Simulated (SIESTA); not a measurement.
The system is TePt.

```
CELL_PARAMETERS angstrom
1.98157 1.14406 6.66103
-1.98157 1.14406 6.66103
0.00000 -2.28812 6.66103
ATOMIC_POSITIONS crystal
Pt 0.12967 0.12967 0.12967
Pt 0.87033 0.87033 0.87033
Te 0.40200 0.40200 0.40200
Te 0.59800 0.59800 0.59800
```

```yaml
Program: SIESTA 5.4.2
Task: single point
Functional: PBEsol
Potentials_or_basis: PseudoDojo 0.4 standard (PBEsol files)
Basis: DZP (energy shift 0.003 Ry; two zetas on semicore shells)
Grid_cutoff: 800 Ry
Energy_shift: 0.003 Ry
k_mesh: 8 × 8 × 8
Occupations: fermi-dirac, width 0.05 eV
Spin: no spin polarisation
```

On this cell: pressure 2.8 GPa; largest force 0.734 eV/Å; band gap on the k mesh none (metal or under the smearing width).

The same run follows on a disturbed copy (atoms moved at random, drawn with an rms of 0.05 Å):

```
Pt Te
1.0
     1.98157    1.14406    6.66103
    -1.98157    1.14406    6.66103
     0.00000   -2.28812    6.66103
Pt Te
2 2
Direct
  0.12634 0.13698 0.12194
  0.85946 0.88660 0.86838
  0.40562 0.39882 0.40234
  0.59421 0.59596 0.59999
```

**Question.** What does the disturbed cell give?

**Answer.** The energy (extrapolated to zero smearing) moves by +24.5 meV/atom; pressure 3.8 GPa; largest force 1.533 eV/Å; band gap on the k mesh none (metal or under the smearing width).

Forces on the atoms (eV/Å):
```
Pt   0.154 -0.282  1.166
Pt   0.723 -0.190 -1.338
Te  -0.332  0.209 -0.851
Te  -0.545  0.262  1.024
```

Stress tensor (GPa, compression positive):
```
 4.74 -0.15  0.00
-0.15  4.42  0.26
 0.00  0.26  2.35
```

Caveats: short orbitals over semicore shells can move pressures by several GPa; the basis of atomic orbitals isn't converged, which shifts pressures, moduli and gaps.
